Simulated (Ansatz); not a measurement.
# HgTe (Coloradoite) (F-43m) in Ansatz: notebook

The runs below take HgTe (Coloradoite) through single point, relaxation of cell and atoms, with PBE, RPBE+D4, revPBE+D3(BJ), revPBE+D4, LDA.

Program: Ansatz 0.2.0. These are calculated values, not measurements. Logs are shortened: lines on timing, memory, paths and dates and some standing lists are left out, and cuts for length are marked.

## Step 1: The crystal as given

The structure is cubic, space group F-43m (No. 216). The conventional cell has a = 6.429 Å, b = 6.429 Å, c = 6.429 Å, α = 90.00°, β = 90.00°, γ = 90.00°. Hg (site symmetry -43m) has 4 Te at 2.78 Å as nearest neighbours. Te (site symmetry -43m) is surrounded by 4 Hg at 2.78 Å.

## Step 2: Single point, PBE

input.yaml reads:

```yaml
crystal:
  lattice:
    - [0.0, 3.2145, 3.2145]
    - [3.2145, 0.0, 3.2145]
    - [3.2145, 3.2145, 0.0]
  atoms:
    - { symbol: Hg, position: [0.0, 0.0, 0.0] }
    - { symbol: Te, position: [0.75, 0.75, 0.75] }
hamiltonian:
  xc: pbe
  pseudopotentials: { kind: paw }
kpoints:
  mp_grid: { grid: [7, 7, 7] }
scf:
  occupations: { method: gaussian, width: 0.05 }
output:
  forces: true
  stress: true
  eigenvalues: true
```

Potentials or basis: Ansatz PAW.

Started as:

```
ansatz run input.yaml --threads 2 --pin off --max-ram 5632MiB --backend cpu --events-out ev --progress --plain --runs-dir out
```

What it wrote:

```text
Warning: RAYON_NUM_THREADS=2 ignored (pool sized by the plan → 2); use --threads N
Engine: ansatz 0.2.0, x86_64-unknown-linux-gnu
Pseudopotentials: kind: paw
Pseudopotential: Hg, paw, valence charge 20, recommended cutoff 420 eV (normal), Hg.paw.azcp
Pseudopotential: Te, paw, valence charge 16, recommended cutoff 420 eV (normal), Te.paw.azcp
Functional definition: PBE
  parameter kappa = 0.804
  parameter beta = 0.06672455060314922
  exchange = pbe_x(kappa = kappa, mu = beta*pi^2/3)
  correlation = pbe_c(beta = beta)
Crystal: 2 atoms, lattice volume = 66.431 Å³
Basis set: ecut = 420 eV, 1291 PW (Γ), exchange–correlation on 64×64×64 points (8 copies of the dense FFT grid, shifted against one another)
Bands: 22, of which v1, the nominal top of the filled ones, is band 18 counted from 1 (17 counted from 0)
Symmetry: 24 space group operations
Space group: F-43m (ITA 216), of the structure as read, at distance tolerance 4.1e-5 Å
k-points: 20 of 343 (time reversal used)
Non-local potential: Hg, projectors of the file, l = 0: 3, l = 1: 2, l = 2: 2, l = 3: 1
Non-local potential: Te, projectors of the file, l = 0: 2, l = 1: 2, l = 2: 2, l = 3: 2
PAW form: soft (Blöchl's): semilocal exchange-correlation on the pseudo side does not see the compensation charge
PAW one-centre angular grid: Hg, 590 points (default); XC on 64 Gauss nodes
PAW one-centre angular grid: Te, 590 points (default); XC on 64 Gauss nodes
Initial density: superposition of atomic densities (neutral atoms: chi_scale 0, normalization atom), corrected by the library's trained network
Initial wavefunctions: pseudopotential atomic-orbital guess
Functional: x = pbe(κ = 0.804, μ = 0.2195149727645171), c = pbe(β = 0.06672455060314922)
SCF iter   1: F=—  HF=-20793.653581 eV  |F-HF|=—  |Δ(HF+E_count)|=         —  Δρ=1.12e-3  dr2=1.74e-3  ethr=1.77e-3  ⟨swp⟩=6.0  Hψ=2088  notcnv=0
preconditioner: auto → none  [insulator: Δε(μ)=0.720 eV  Ē_g=10.695 eV  σ=0.050 eV  W_gap=0.67  n_scr=14 (ndim 8)  ℏωp=19.3 eV  f_vac=0.179  D(μ)=0.18/eV (n_scr^D=0)  ε∞_Penn≈4.3]
SCF iter   2: F=—  HF=-20793.653428 eV  |F-HF|=—  |Δ(HF+E_count)|=   1.52e-4  Δρ=5.19e-4  dr2=2.06e-4  ethr=4.83e-6  ⟨swp⟩=2.9  Hψ=994  notcnv=0
SCF iter   3: F=—  HF=-20793.653503 eV  |F-HF|=—  |Δ(HF+E_count)|=   7.42e-5  Δρ=2.27e-4  dr2=3.27e-5  ethr=5.73e-7  ⟨swp⟩=2.2  Hψ=640  notcnv=0
SCF iter   4: F=—  HF=-20793.653554 eV  |F-HF|=—  |Δ(HF+E_count)|=   5.14e-5  Δρ=7.92e-5  dr2=3.86e-6  ethr=9.10e-8  ⟨swp⟩=2.0  Hψ=611  notcnv=0
SCF iter   5: F=—  HF=-20793.653567 eV  |F-HF|=—  |Δ(HF+E_count)|=   1.35e-5  Δρ=1.55e-5  dr2=1.24e-7  ethr=1.07e-8  ⟨swp⟩=2.0  Hψ=621  notcnv=0
SCF iter   6: F=-20793.653568 eV  HF=-20793.653568 eV  |F-HF|=1.03e-8  |Δ(HF+E_count)|=   7.58e-7  Δρ=2.31e-6  dr2=3.89e-9  ethr=2.78e-10  ⟨swp⟩=7.0  Hψ=1953  notcnv=0
SCF 1 converged in 6 iterations: F = -20793.653568 eV  dr2 = 3.89e-9
SCF converged after 6 iterations
Free energy (F): -20793.653568 eV
Harris-Foulkes:  -20793.653568 eV  (|F-HF|=1.03e-8)
Internal energy: -20793.653343 eV  (E = F + TS)
E sigma→0 (E₀):  -20793.653456 eV
Entropy (-TS):   -0.000225 eV (-0.112 meV/atom)
Fermi energy:    9.020479 eV
--- Per-component energies (eV) ---
  E_band       = -764.048062
  E_kinetic    = 785.075563
  E_local      = -4768.480931  (includes V_loc(G=0)·N_el)
  E_nonlocal   = -237.976184
  E_hartree    = 2322.536137
  E_xc         = -345.113464
  E_vxc        = -367.005987  (∫ρ·V_xc dr)
  E_paw        = -14606.637606  (= ΣΔE_a)
  E_vpaw       = -820.736850  (= ΣTr[D̂ρ^β])
  E_aug_tail   = 0.000753  (compensation charges beyond the density's cutoff)
  E_ewald      = -3943.057611
  E_smearing   = -0.000225  (= −TS)
  E_closure    = -0.000000  (closes the sum)
  Σ components = -20793.653568   (vs F -20793.653568, Δ=0.00e0)
--- Forces (eV/Å), atoms counted from 1 ---
  atom   1  Hg    -0.00000000    -0.00000000    -0.00000000
  atom   2  Te     0.00000000    -0.00000000     0.00000000
  max |Σ_I F_I| component: 7.86e-17 eV/Å
--- Stress (GPa, compression-positive) ---
        4.558842       0.000000      -0.000000
       -0.000000       4.558842       0.000000
       -0.000000       0.000000       4.558842
  P = ⅓ Tr σ = 4.5588 GPa (45.588 kbar)
--- Band table (eV; the first three rows and the last of 20) ---
  k-point 0: bands = ["-105.9676", "-54.4257", "-54.4257", "-54.4257", "-27.7772", "-27.7772", "-27.7772", "-27.7685", "-27.7685", "-3.0987", "1.5572", "1.5572", "1.5572", "2.1073", "2.1073", "8.3255", "9.0053", "9.0053", "9.0053", "13.2219", "13.2219", "13.2219"]
  k-point 1: bands = ["-105.9676", "-54.4258", "-54.4257", "-54.4257", "-27.7773", "-27.7771", "-27.7771", "-27.7684", "-27.7684", "-2.9959", "1.5857", "1.5857", "1.5963", "2.1046", "2.1046", "6.9394", "8.7752", "8.7752", "9.7621", "13.1939", "13.5209", "13.5209"]
  k-point 2: bands = ["-105.9676", "-54.4258", "-54.4258", "-54.4258", "-27.7774", "-27.7770", "-27.7770", "-27.7684", "-27.7684", "-2.7506", "1.6435", "1.6435", "1.7871", "2.1087", "2.1087", "5.1680", "8.3351", "8.3351", "9.8665", "13.9488", "13.9488", "14.3137"]
  k-point 19: bands = ["-105.9676", "-54.4258", "-54.4258", "-54.4258", "-27.7776", "-27.7772", "-27.7767", "-27.7684", "-27.7681", "-2.3166", "1.7712", "1.8298", "2.0373", "2.0935", "2.6862", "3.4614", "6.0592", "6.7904", "11.8571", "13.4390", "14.6851", "15.5957"]
```

It took 4.2 s on 2 threads of Intel Xeon at 2.50GHz (Skylake/Cascade Lake), shared host; peak memory 0.37 GiB.

What came out:

```yaml
Free_energy: -20793.6536 eV
Pressure: 4.6 GPa
Band_gap_on_the_k_mesh: none (metal or under the smearing width)
```

Levels at points of the mesh, in eV from the Fermi level:
| k point | band 14 | band 15 | band 16 | band 17 | band 18 | band 19 | band 20 | band 21 | band 22 |
| --- | --- | --- | --- | --- | --- | --- | --- | --- | --- |
| (0.00, 0.00, 0.00) | -6.91 | -6.91 | -0.69 | -0.02 | -0.02 | -0.02 | 4.20 | 4.20 | 4.20 |

## Step 3: Relaxation of cell and atoms, RPBE+D4

input.yaml, as its differences from that of step 2:

```diff
@@ -9,4 +9,5 @@
 hamiltonian:
-  xc: pbe
+  xc: rpbe
   pseudopotentials: { kind: paw }
+  dispersion: d4
 kpoints:
@@ -14,3 +15,3 @@
 scf:
-  occupations: { method: gaussian, width: 0.05 }
+  occupations: { method: fermi_dirac, width: 0.05 }
 output:
@@ -18,2 +19,5 @@
   stress: true
-  eigenvalues: true
+relax:
+  f_tol: 0.01
+  max_steps: 40
+  cell: { stress_tol: 0.05 }
```

Potentials or basis: Ansatz PAW.

Started as:

```
ansatz run input.yaml --threads 2 --pin off --max-ram 5632MiB --backend cpu --events-out ev --progress --plain --runs-dir out
```

Wall time 21 s (2 threads of Intel Xeon at 2.50GHz (Skylake/Cascade Lake), shared host); peak memory 0.39 GiB.

The run converged. Its results:

```yaml
Free_energy: -20818.5124 eV
Relaxed_volume: 35.01 Å³/atom
Relaxed_cell: a = 4.627 Å, b = 4.627 Å, c = 4.627 Å, α = 60.00°, β = 60.00°, γ = 60.00°
Space_group_after_relaxing_to_0.05_Å: F-43m (No. 216)
Energy_gained_by_relaxing: 12.2 meV/atom
Ionic_steps: 5
Pressure_after_relaxing: 0.0 GPa
```

The path:
```csv
step,energy change (eV),largest force (eV/Å),volume (Å³)
1,0.0000,0.0000,66.43
2,-0.0175,0.0000,71.97
3,-0.0237,0.0000,70.25
4,-0.0238,0.0000,70.03
5,-0.0245,0.0000,70.03
```

Final structure:
```
CELL_PARAMETERS angstrom
0.00000 3.27150 3.27150
3.27150 0.00000 3.27150
3.27150 3.27150 0.00000
ATOMIC_POSITIONS crystal
Hg 0.00000 0.00000 0.00000
Te 0.75000 0.75000 0.75000
```

Caveat: the plane-wave basis is chosen anew once the cell has moved, so the energies of steps on either side of that aren't comparable; the PAW data sets come from PBE, with cores solved anew for the run's functional, which leaves a small shift of forces and pressure. Spin-orbit coupling is left out, which matters for the levels of Hg, Te.

## Step 4: Relaxation of cell and atoms, revPBE+D3(BJ)

input.yaml, as its differences from that of step 3:

```diff
@@ -9,5 +9,5 @@
 hamiltonian:
-  xc: rpbe
+  xc: revpbe
   pseudopotentials: { kind: paw }
-  dispersion: d4
+  dispersion: d3bj
 kpoints:
@@ -19,2 +19,6 @@
   stress: true
+  write_density: true
+  write_potential: true
+  elf: true
+  volumetric_format: npy
 relax:
```

Started as:

```
ansatz run input.yaml --threads 2 --pin off --max-ram 5632MiB --backend cpu --events-out ev --progress --plain --runs-dir out
```

Run time: 23 s. Hardware: 2 threads of Intel Xeon at 2.50GHz (Skylake/Cascade Lake), shared host; peak memory 0.4 GiB.

The run converged. Its results:

```
Free energy                            : -20811.7632 eV
Relaxed volume                         : 34.60 Å³/atom
Relaxed cell                           : a = 4.608 Å, b = 4.608 Å, c = 4.608 Å, α = 60.00°, β = 60.00°, γ = 60.00°
Space group after relaxing (to 0.05 Å) : F-43m (No. 216)
Energy gained by relaxing              : 7.6 meV/atom
Ionic steps                            : 5
Pressure after relaxing                : 0.0 GPa
Band gap on the k mesh                 : none (metal or under the smearing width)
```

Step by step:
```tsv
step	energy change (eV)	largest force (eV/Å)	volume (Å³)
1	0.0000	0.0000	66.43
2	-0.0096	0.0000	70.83
3	-0.0146	0.0000	69.33
4	-0.0146	0.0000	69.20
5	-0.0152	0.0000	69.20
```

Final structure:
```
Hg Te
1.0
     0.00000    3.25854    3.25854
     3.25854    0.00000    3.25854
     3.25854    3.25854    0.00000
Hg Te
1 1
Direct
  0.00000 0.00000 0.00000
  0.75000 0.75000 0.75000
```

Levels at points of the mesh, in eV from the Fermi level:
```tsv
k point	band 16	band 17	band 18	band 19	band 20	band 21
(0.00, 0.00, 0.00)	-0.75	-0.04	-0.04	-0.04	4.28	4.28
```

Caveat: the plane-wave basis is chosen anew once the cell has moved, so the energies of steps on either side of that aren't comparable; pairwise dispersion overbinds metals, which lowers pressure and volume; the PAW data sets come from PBE, with cores solved anew for the run's functional, which leaves a small shift of forces and pressure.

## Step 5: Relaxation of cell and atoms, revPBE+D4

input.yaml, as its differences from that of step 4:

```diff
@@ -11,3 +11,3 @@
   pseudopotentials: { kind: paw }
-  dispersion: d3bj
+  dispersion: d4
 kpoints:
```

Potentials or basis: Ansatz PAW.

Started as:

```
ansatz run input.yaml --threads 2 --pin off --max-ram 5632MiB --backend cpu --events-out ev --progress --plain --runs-dir out
```

What it wrote:

```text
Warning: RAYON_NUM_THREADS=2 ignored (pool sized by the plan → 2); use --threads N
[... 4 set-up lines as earlier in the session ...]
Functional definition: revPBE
  parameter kappa = 1.245
[... 3 set-up lines as earlier in the session ...]
[... 100 lines left out ...]
        0.000528       0.000000       0.000000
        0.000000       0.000528       0.000000
        0.000000       0.000000       0.000528
  P = ⅓ Tr σ = 0.0005 GPa (0.005 kbar)
--- Band table (eV; the first three rows and the last of 20) ---
  k-point 0: bands = ["-106.4584", "-54.9410", "-54.9410", "-54.9410", "-28.3566", "-28.3566", "-28.3566", "-28.3502", "-28.3502", "-3.4423", "1.1085", "1.1085", "1.1085", "1.5948", "1.5948", "7.5386", "8.2657", "8.2657", "8.2657", "12.6091", "12.6091", "12.6091"]
  k-point 1: bands = ["-106.4584", "-54.9410", "-54.9410", "-54.9410", "-28.3567", "-28.3566", "-28.3566", "-28.3502", "-28.3502", "-3.3505", "1.1338", "1.1338", "1.1506", "1.5927", "1.5927", "6.2575", "8.0624", "8.0624", "9.0009", "12.5952", "12.8843", "12.8843"]
  k-point 2: bands = ["-106.4584", "-54.9410", "-54.9410", "-54.9410", "-28.3568", "-28.3565", "-28.3565", "-28.3502", "-28.3502", "-3.1327", "1.1851", "1.1851", "1.3377", "1.5967", "1.5967", "4.6132", "7.6676", "7.6676", "9.1636", "13.2931", "13.2931", "13.6290"]
  k-point 19: bands = ["-106.4584", "-54.9411", "-54.9410", "-54.9410", "-28.3569", "-28.3566", "-28.3562", "-28.3502", "-28.3500", "-2.7496", "1.3064", "1.3496", "1.5371", "1.5872", "2.1112", "3.0357", "5.6180", "6.2754", "11.0627", "12.8253", "14.0057", "14.9989"]
--- Relaxed structure (4 steps of the walk, 4 accepted, 1 SCFs on fresh bases) ---
  F+E_penalty+E_count = -20811.61941268 eV   max|allowed force component| = 2.371e-17 eV/Å   (the final SCF, on the basis selected at the relaxed cell)
  cell:  # Å, volume = 69.9271 Å³
    - [5.09537203289559e-33, 3.269929819994919, 3.269929819994919]
    - [3.269929819994919, 1.2961352608678157e-32, 3.269929819994919]
    - [3.269929819994919, 3.269929819994919, 7.394658662739726e-33]
  atoms:
    - { symbol: Hg, position: [8.737432992890713e-35, -3.7695782340757066e-34, -5.5170648326538495e-34] }
    - { symbol: Te, position: [0.7499999999999999, 0.7499999999999999, 0.7499999999999999] }
```

Run time: 26 s. Hardware: 2 threads of Intel Xeon at 2.50GHz (Skylake/Cascade Lake), shared host; peak memory 0.4 GiB.

What came out:

- Free energy: -20811.6194 eV
- Relaxed volume: 34.96 Å³/atom
- Relaxed cell: a = 4.624 Å, b = 4.624 Å, c = 4.624 Å, α = 60.00°, β = 60.00°, γ = 60.00°
- Space group after relaxing (to 0.05 Å): F-43m (No. 216)
- Energy gained by relaxing: 11.9 meV/atom
- Ionic steps: 5
- Pressure after relaxing: 0.0 GPa
- Band gap on the k mesh: none (metal or under the smearing width)

The path:
```
step  energy change (eV)  largest force (eV/Å)  volume (Å³)
   1              0.0000                0.0000        66.43
   2             -0.0160                0.0000        71.96
   3             -0.0230                0.0000        70.15
   4             -0.0232                0.0000        69.93
   5             -0.0238                0.0000        69.93
```

Final structure:
```
Hg Te
1.0
     0.00000    3.26993    3.26993
     3.26993    0.00000    3.26993
     3.26993    3.26993    0.00000
Hg Te
1 1
Direct
  0.00000 0.00000 0.00000
  0.75000 0.75000 0.75000
```

Caveat: the plane-wave basis is chosen anew once the cell has moved, so the energies of steps on either side of that aren't comparable; pairwise dispersion overbinds metals, which lowers pressure and volume; the PAW data sets come from PBE, with cores solved anew for the run's functional, which leaves a small shift of forces and pressure. Spin-orbit coupling is left out, which matters for the levels of Hg, Te.

## Step 6: Relaxation of cell and atoms, LDA

input.yaml, as its differences from that of step 5:

```diff
@@ -9,5 +9,4 @@
 hamiltonian:
-  xc: revpbe
+  xc: lda
   pseudopotentials: { kind: paw }
-  dispersion: d4
 kpoints:
```

Potentials or basis: Ansatz PAW.

Started as:

```
ansatz run input.yaml --threads 2 --pin off --max-ram 5632MiB --backend cpu --events-out ev --progress --plain --runs-dir out
```

Run time: 15 s. Hardware: 2 threads of Intel Xeon at 2.50GHz (Skylake/Cascade Lake), shared host; peak memory 0.39 GiB.

The run converged. Its results:

| Property | Result |
| --- | --- |
| Free energy | -20349.8829 eV |
| Relaxed volume | 33.33 Å³/atom |
| Relaxed cell | a = 4.551 Å, b = 4.551 Å, c = 4.551 Å, α = 60.00°, β = 60.00°, γ = 60.00° |
| Space group after relaxing (to 0.05 Å) | F-43m (No. 216) |
| Energy gained by relaxing | 0.1 meV/atom |
| Ionic steps | 4 |
| Pressure after relaxing | 0.0 GPa |
| Band gap on the k mesh | none (metal or under the smearing width) |

The path:
| step | energy change (eV) | largest force (eV/Å) | volume (Å³) |
| --- | --- | --- | --- |
| 1 | 0.0000 | 0.0000 | 66.43 |
| 2 | 0.0000 | 0.0000 | 66.80 |
| 3 | -0.0001 | 0.0000 | 66.65 |
| 4 | -0.0001 | 0.0000 | 66.65 |

Final structure:
```
CELL_PARAMETERS angstrom
0.00000 3.21810 3.21810
3.21810 0.00000 3.21810
3.21810 3.21810 0.00000
ATOMIC_POSITIONS crystal
Hg 0.00000 0.00000 0.00000
Te 0.75000 0.75000 0.75000
```

Levels at points of the mesh, in eV from the Fermi level:
| k point | band 16 | band 17 | band 18 | band 19 | band 20 | band 21 |
| --- | --- | --- | --- | --- | --- | --- |
| (0.00, 0.00, 0.00) | -0.94 | -0.04 | -0.04 | -0.04 | 4.13 | 4.13 |

Caveat: the plane-wave basis is chosen anew once the cell has moved, so the energies of steps on either side of that aren't comparable; the PAW data sets come from PBE, with cores solved anew for the run's functional, which leaves a small shift of forces and pressure.

## Step 7: Summary

| task | level | cell | smearing | gap on the mesh (eV) | pressure (GPa) | relaxed volume (Å³/atom) |
| --- | --- | --- | --- | --- | --- | --- |
| single point | PBE | as given | gaussian 0.05 eV | none | 4.6 | - |
| relaxation of cell and atoms | RPBE+D4 | relaxed | fermi-dirac 0.05 eV | - | 0.0 | 35.01 |
| relaxation of cell and atoms | revPBE+D3(BJ) | relaxed | fermi-dirac 0.05 eV | none | 0.0 | 34.60 |
| relaxation of cell and atoms | revPBE+D4 | relaxed | fermi-dirac 0.05 eV | none | 0.0 | 34.96 |
| relaxation of cell and atoms | LDA | relaxed | fermi-dirac 0.05 eV | none | 0.0 | 33.33 |

Alike in all rows: potentials or basis Ansatz PAW; no spin polarisation; k mesh 7 × 7 × 7; cutoff (eV) 420.

Caveats: the plane-wave basis is chosen anew once the cell has moved, so the energies of steps on either side of that aren't comparable (some runs); the PAW data sets come from PBE, with cores solved anew for the run's functional, which leaves a small shift of forces and pressure (some runs); pairwise dispersion overbinds metals, which lowers pressure and volume (some runs).

Absolute energies hang on the potentials; compare differences alone.
